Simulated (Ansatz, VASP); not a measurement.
# One calculation of MgO, two programs

```
CELL_PARAMETERS angstrom
2.98209 0.00000 0.00000
-1.49105 2.58257 0.00000
0.00000 0.00000 2.67968
ATOMIC_POSITIONS crystal
Mg 0.00000 0.00000 0.00000
O 0.33333 0.66667 0.50000
```

Change from the starting cell: strain +0.015 along x and y, +0.000 along z, atoms carried along.

Alike in both runs: task single point; functional LDA; k mesh 9 × 9 × 8; occupations gaussian, width 0.05 eV; no spin polarisation.

```csv
,VASP,Ansatz
version,VASP 6.6.1,Ansatz 0.2.0
potentials or method,"VASP PAW LDA potentials, release 64 (Mg, O)","scalar-relativistic, plane waves, PAW"
plane-wave cutoff (eV),520,420
valence electrons in the cell,8,16
```

```tsv
	VASP	Ansatz	Ansatz less VASP
gap on the k mesh at the Fermi level (eV)	2.64	2.65	+0.003
least direct gap on the mesh (eV)	3.02	3.02	+0.001
pressure (GPa)	-13.9	-12.4	+1.57
largest component of the traceless stress (GPa)	3.34	3.51	+0.168
```

The two sets of potentials don't hold the same shells in valence.

Caveats: an odd mesh through Γ misses points on the zone boundary, where band edges often lie.
